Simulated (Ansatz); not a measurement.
**What biaxial strain +4.10 %, plane normal [001], relaxed out of plane does to ZrO2**

Start from ZrO₂ (space group P2_1/c, No. 14).

```
ZrO2
1.0
    5.15426     0.00000     0.00000
    0.00000     5.22574     0.00000
   -0.87172     0.00000     5.25957
Zr O
4 8
Direct
  0.27613   0.04213   0.20973
  0.72387   0.54213   0.29027
  0.72387   0.95787   0.79027
  0.27613   0.45787   0.70973
  0.06882   0.33282   0.34470
  0.93118   0.83282   0.15530
  0.93118   0.66718   0.65530
  0.06882   0.16718   0.84470
  0.44966   0.75727   0.47782
  0.55034   0.25727   0.02218
  0.55034   0.24273   0.52218
  0.44966   0.74273   0.97782
```

Cartesian axes are those of the cell as printed.

Perturbation: biaxial strain +4.10 %, plane normal [001], relaxed out of plane (Cartesian); in-plane vectors clamped, the third vector and the atoms free.

Computed with r2SCAN (Ansatz, a first-principles code; PAW; 500 eV plane waves; no SOC). Γ-centred 5×5×5 mesh, Fermi–Dirac width 0.05 eV.

The volume per atom goes up by 0.56 Å³, from 11.81 Å³ to 12.37 Å³ and the space group stays P2_1/c (No. 14). The shortest interatomic distance increases by 0.062 Å (2.054 Å → 2.116 Å) and the energy increases by 46 meV/atom. The band gap shrinks by 0.20 eV to 3.96 eV and the gap character changes from indirect, Γ → Y₂ to indirect, Γ → k = (0.400, 0, 0.200) in the run's primitive reciprocal basis. The smallest direct gap drops by 0.21 eV (4.23 eV → 4.02 eV) and the width of the top valence band stays 0.69 eV. The valence-band top at Γ (three highest levels, from the VBM) becomes 0.00, -0.19, -0.60 eV (base: 0.00, -0.20, -0.52 eV) and the out-of-plane strain comes out as -3.31 %. The ratio −ε⊥/ε∥ is 0.81 and the mean in-plane stress (compression positive) comes out as -14.3 GPa.

Final structure (turned so that z lies along the plane normal):

```
ZrO2
1.0
    5.36523     0.00000    -0.06157
    0.00000     5.44000     0.00000
   -0.96652     0.00000     5.09669
Zr O
4 8
Cartesian
  1.26853   0.24610   1.04462
  3.61344   2.96610   1.44216
  3.13018   5.19390   3.99050
  0.78527   2.47390   3.59296
  0.04793   1.87003   1.69133
  4.83404   4.59003   0.79544
  4.35078   3.56996   3.34379
 -0.43533   0.84996   4.23968
  2.00230   4.12614   2.40878
  2.87967   1.40614   0.07799
  2.39641   1.31386   2.62634
  1.51904   4.03386   4.95713
```

Cost of the whole job for the changed cell (relaxation, final SCF and bands): around 10 core-minutes (rough).

No phonon test of stability was made.
